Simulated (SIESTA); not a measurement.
The system is SnO2 (Cassiterite).

```
CELL_PARAMETERS angstrom
4.73800 0.00000 0.00000
0.00000 4.73800 0.00000
0.00000 0.00000 3.18650
ATOMIC_POSITIONS crystal
Sn 0.50000 0.50000 0.50000
Sn 0.00000 0.00000 0.00000
O 0.80710 0.19290 0.50000
O 0.69290 0.69290 0.00000
O 0.19290 0.80710 0.50000
O 0.30710 0.30710 0.00000
```

Base run:

* Program: SIESTA 5.4.2
* Functional: PBE
* Potentials or basis: PseudoDojo 0.4 standard (PBE files)
* Basis: SZ (energy shift 0.003 Ry)
* Grid cutoff: 800 Ry
* Energy shift: 0.003 Ry
* k mesh: 6 × 6 × 8
* Occupations: fermi-dirac, width 0.05 eV
* Spin: no spin polarisation

Its results: band gap on the k mesh 0.31 eV, direct; pressure 28.2 GPa; largest force 0.528 eV/Å.

Problem. The run is repeated on the same cell with these changes: functional from PBE to RPBE; basis from SZ (energy shift 0.003 Ry) to DZP (energy shift 0.003 Ry; two zetas on semicore shells). What comes out?

Solution. Band gap on the k mesh 1.13 eV, direct; pressure 21.2 GPa; largest force 0.312 eV/Å.

Several settings changed at once, so the effect can't be laid on one alone.

Caveats: spin-orbit coupling is left out, which moves the levels of the heavy elements; the basis of atomic orbitals isn't converged, which shifts pressures, moduli and gaps; the basis has no polarisation orbitals (some runs); a pressure of tens of GPa on the cell as given is suspect, and the run, the potentials or the cell itself is likely at fault (some runs); so large a pressure means that the cell lies far from this level's equilibrium, or that cutoff or potentials fall short (some runs); the potentials were made for another functional, which shifts forces and pressure (some runs).
